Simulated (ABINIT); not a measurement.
Runs of ABINIT 10.8.3 (patched build) on KMgF3. The structure is cubic, space group Pm-3m (No. 221). The conventional cell has a = 3.986 Å, b = 3.986 Å, c = 3.986 Å, α = 90.00°, β = 90.00°, γ = 90.00°. K (site symmetry m-3m) has 12 F at 2.82 Å as nearest neighbours. Around Mg (site symmetry m-3m) lie 6 F at 1.99 Å. F (site symmetry 4/mmm) has 2 Mg at 1.99 Å as nearest neighbours. 

```tsv
task	level	potentials or basis	k mesh	cutoff (eV)	smearing	bands in the sums	broadening (eV)	scissor shift (eV)	tensor components	stop of the response cycle (tolvrs)	mesh quality	gap on the mesh (eV)	pressure (GPa)
single point	PBEsol	PseudoDojo NC SR PBEsol v0.4.1 standard	5 × 5 × 5	1034	fermi-dirac 0.05 eV	-	-	-	-	-	not flagged	(a)	-0.5
optical spectrum	PBEsol	PseudoDojo NC SR PBEsol v0.4.1 standard	8 × 8 × 8, shifted	1034	fixed	32	0.05	0	[11]	-	not flagged	-	-0.5
dielectric tensor	LDA	PseudoDojo NC SR LDA v0.4.1 standard	4 × 4 × 4, shifted	1088	fixed	-	-	-	-	1e-08	coarse	-	-4.7
single point	LDA	PseudoDojo NC SR LDA v0.4.1 standard	5 × 5 × 5	1088	fermi-dirac 0.05 eV	-	-	-	-	-	not flagged	7.06	-4.7
```

Alike in all rows: no spin polarisation; cell as given.

Fill in the values left out.

(a) 7.23.

Caveats: some runs use coarse meshes; an odd mesh through Γ misses points on the zone boundary, where band edges often lie (some runs); spectra need much finer meshes, so this one isn't converged (some runs); independent-particle spectra lack excitons (some runs); the cell is more than 3 GPa from zero pressure, which shifts response properties (some runs).

Runs at the PBE level aren't shown here.
